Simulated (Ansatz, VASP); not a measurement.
## SiC: VASP beside Ansatz

```
Si C
1.0
     0.03152    2.17015    2.17015
     2.17015    0.03152    2.17015
     2.17015    2.17015    0.03152
Si C
1 1
Direct
  0.00072 0.00072 0.00072
  0.24928 0.24928 0.24928
```

Change from the starting cell: epitaxial_111 strain -1.8%.

Alike in both runs: task single point; functional r2SCAN; k mesh 10 × 10 × 10; no spin polarisation.

```csv
,VASP,Ansatz
version,VASP 6.6.1,Ansatz 0.2.0
potentials or method,"VASP PAW PBE potentials, release 64 (Si, C)","plane waves, PAW"
plane-wave cutoff (eV),520,500
occupations,"gaussian, width 0.01 eV",fixed
valence electrons in the cell,8,8
```

VASP gave:

```
gap on the k mesh at the Fermi level (eV)       : 1.61
pressure (GPa)                                  : 7.9
largest component of the traceless stress (GPa) : 4.08
```

Problem. What did Ansatz give for the same quantities?

Solution. gap on the k mesh at the Fermi level (eV): 1.60; pressure (GPa): 8.1; largest component of the traceless stress (GPa): 4.06.

Caveats: the PAW data sets were made with another functional, which shifts forces and pressure a little (VASP). A k mesh can miss the band edges.
